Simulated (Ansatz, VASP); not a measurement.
# Two plane-wave programs on Tl

INCAR

```
SYSTEM = Tl
PREC = Accurate
ENCUT = 520
EDIFF = 1E-8
ISMEAR = -1
SIGMA = 0.05
LREAL = .FALSE.
LASPH = .TRUE.
NELM = 60
ALGO = Normal
ISIF = 2
LWAVE = .FALSE.
LCHARG = .FALSE.
GGA = PE
LEFG = .TRUE.
NBANDS = 12
```

KPOINTS

```
Automatic mesh
0
G
  14 14 14
  0 0 0
```

The input POSCAR:

```
Tl
1.0
    0.0000000000      2.1504693608      2.1504693608
    2.1504693608      0.0000000000      2.1504693608
    2.1504693608      2.1504693608      0.0000000000
Tl
1
Direct
    0.0000000000      0.0000000000      0.0000000000
```

Input for Ansatz:

```yaml
crystal:
  lattice:
    - [0.0, 2.1504693608, 2.1504693608]
    - [2.1504693608, 0.0, 2.1504693608]
    - [2.1504693608, 2.1504693608, 0.0]
  atoms:
    - { symbol: Tl, position: [0.0, 0.0, 0.0] }
kpoints:
  mp_grid: { grid: [14, 14, 14] }
scf:
  occupations: { method: fermi_dirac, width: 0.05 }
hamiltonian:
  xc: pbe
  pseudopotentials: { kind: paw }
output:
  forces: true
  stress: true
  eigenvalues: true
  efg: { contact_densities: true }
```

Change from the starting cell: volume scaled by 0.98, PAW files.

Alike in both runs: task electric field gradients; functional PBE; k mesh 14 × 14 × 14; occupations fermi-dirac, width 0.05 eV; no spin polarisation.

|  | VASP | Ansatz |
| --- | --- | --- |
| version | VASP 6.6.1 | Ansatz 0.2.0 |
| potentials or method | VASP PAW PBE potentials, release 64 (Tl_d) | PAW with Ansatz's default frozen-core files, scalar-relativistic |
| plane-wave cutoff (eV) | 520 | 420 |
| valence electrons in the cell | 13 | 13 |

Ansatz gave:

```
pressure (GPa)                                                 : 41.6
Vzz of the field gradient on the site that differs most (V/Å²) : 0.0
```

Which values does VASP return?

Pressure (GPa): 41.5; Vzz of the field gradient on the site that differs most (V/Å²): 0.0.

Ansatz warned: «gradients_without_spin_orbit».

Caveats: so large a pressure means that the cell lies far from this level's equilibrium, or that cutoff or potentials fall short (VASP). Spin-orbit coupling is left out, which matters for the levels of Tl.
